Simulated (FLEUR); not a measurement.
# Calculated records

```xyz
4
Lattice="2.753 0.000 0.000 -1.376 2.384 0.000 0.000 0.000 20.429" Properties=species:S:1:pos:R:3 subject="Collinear magnetic orders of Pd/1 ML Co on Pd(111), fcc site, 2 substrate layers with FLEUR" method="PBE; all-electron FLAPW film, Dirac cores, scalar-relativistic bands (and 1 further level or step)" program="FLEUR MaX-R8.1" settings_of_one_run="kmax 3.6 1/bohr, gmax 10.8 1/bohr, muffin tin radii Pd: 2.36, Co: 2.36 bohr, lmax Pd: [8, 6], Co: [8, 6], hist occupations, smearing width 0.08 eV, mixer Anderson, mixing 0.03, max iterations 120, stop 2.00e-5 me/bohr³, film mode on, collinear spin, 12×12×1 k-mesh, mesh matched on, starting moments 0 0 2 0 μB" cost="4 runs, 29 min in all on 4 MPI ranks of Intel Xeon Platinum 8488C (Sapphire Rapids), shared host (the runs of this entry)" notes="The run is spin-polarised, with a total moment of 2.83 μB a cell. This is the lowest of 3 finished starts, no proof of the ground state. A substrate of 2 unrelaxed layers is a model; thickness and relaxation can move these numbers." lowest_state_found="ferromagnetic (initial ferro +)" largest_site_spin_moment="2.10 μB" next_finished_state="antiferromagnetic, 210 meV a seeded atom higher" energy_gained_by_spin_polarisation="575 meV a seeded atom" orbital_moment_on_the_atom_of_largest_spin_along_its_spin_spin_orbit_run="0.127 μB"
Pd    0.000    0.000    7.000
Pd    1.376    0.795    9.248
Co    0.000    1.589   11.339
Pd    0.000    0.000   13.429
```

[Logs and program files are shortened in this print: banners, set-up blocks, solver, clock and traceback lines can be left out without a mark of their own.]

[Logs are printed without paths, hosts, clocks, repeated set-up lines and the standing remarks that a program may print on its own settings, such as how far it seeks lower states.]

[Hosts, paths, dates, database ids (printed as entryN), source tags and the programs' standing remarks are cut or masked in the printed files.]

[Where a cell is said to come from a database of computed structures, the database is the Materials Project.]
